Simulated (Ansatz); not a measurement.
A surface is cut from this relaxed crystal of GaAs:

```xyz
2
Lattice="0.0000 2.8727 2.8727 2.8727 0.0000 2.8727 2.8727 2.8727 0.0000" Properties=species:S:1:pos:R:3 pbc="T T T"
Ga    0.0000    0.0000    0.0000
As    4.3090    4.3090    4.3090
```

Miller indices refer to the conventional cell of F-43m (No. 216), a = 5.745 Å, b = 5.745 Å, c = 5.745 Å, α = 90.00°, β = 90.00°, γ = 90.00°. The bulk's gap is 0.16 eV.

Level of theory: DFT PBE, scalar-relativistic, plane waves, PAW in Ansatz. Cutoff 420 eV, Gaussian smearing of 0.05 eV, no spin polarisation. A dipole correction acts along the normal.

A relaxed slab with low-index faces, about a nanometre thick, has these properties:

For this slab, the surface energy (mean of both faces) is 0.57 J/m² and the gap of the slab on the mesh is 0.87 eV. The bulk valence band top under the vacuum level is 4.91 eV and the bulk conduction band bottom under the vacuum level is 4.75 eV.

Q: Which low-index plane was cut, and which atoms end it?

A: The (110) plane, with GaAs in the top plane and GaAs in the bottom one as cut, before relaxation. The planes from bottom to top: GaAs, GaAs, GaAs, GaAs, GaAs, GaAs.

An odd mesh misses points on the zone edge, so a gap read on it can be too wide. Gaps are read on the k points sampled, so a band crossing between them can be missed.